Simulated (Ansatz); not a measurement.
N, DFT, PBEsol, all-electron LAPW, scalar-relativistic (Ansatz 0.2.0), run on 1 thread of AMD EPYC 9R45 96-Core Processor (Zen 5) on a shared host.

The geometry is COD entry 9012480, unchecked; take it as a test cell. The listed cell was then made from it by scaling, straining or moving an atom.

Command: `ansatz run input.yaml --threads 1 --pin off --max-ram 4096MiB --backend cpu --events-out ev --progress --plain --runs-dir out`

```yaml
crystal:
  lattice:
    - [5.649, 0.0, 0.0]
    - [0.0, 5.649, 0.0]
    - [0.0, 0.0, 5.76198]
  atoms:
    - { symbol: "N", position: [0.03, 0.03, 0.03] }
    - { symbol: "N", position: [0.47, 0.97, 0.53] }
    - { symbol: "N", position: [0.53, 0.47, 0.97] }
    - { symbol: "N", position: [0.97, 0.53, 0.47] }
kpoints:
  mp_grid: { grid: [4, 4, 4] }
  band_path:
    path:
      - [0.0, 0.0, 0.0]
      - [0.5, 0.0, 0.0]
      - [0.5, 0.5, 0.0]
      - [0.0, 0.5, 0.0]
      - [0.0, 0.0, 0.0]
      - [0.0, 0.0, 0.5]
      - [0.5, 0.0, 0.5]
      - [0.5, 0.5, 0.5]
      - [0.0, 0.5, 0.5]
    npoints: 5
scf:
  occupations: { method: fermi_dirac, width: 0.02 }
hamiltonian:
  xc: pbesol
  pseudopotentials: { kind: all_electron, lapw: { basis_error: 0.001 } }
output:
  forces: true
  stress: true
  eigenvalues: true
```

How large is the problem that the program sets up?

27 irreducible k-points, 405 plane waves at Γ, 14 bands.

Estimate the wall time and the peak memory.

5.9 s of wall time for 9 SCF iterations, with a peak of 0.31 GiB. Times on shared machines scatter by tens of per cent.
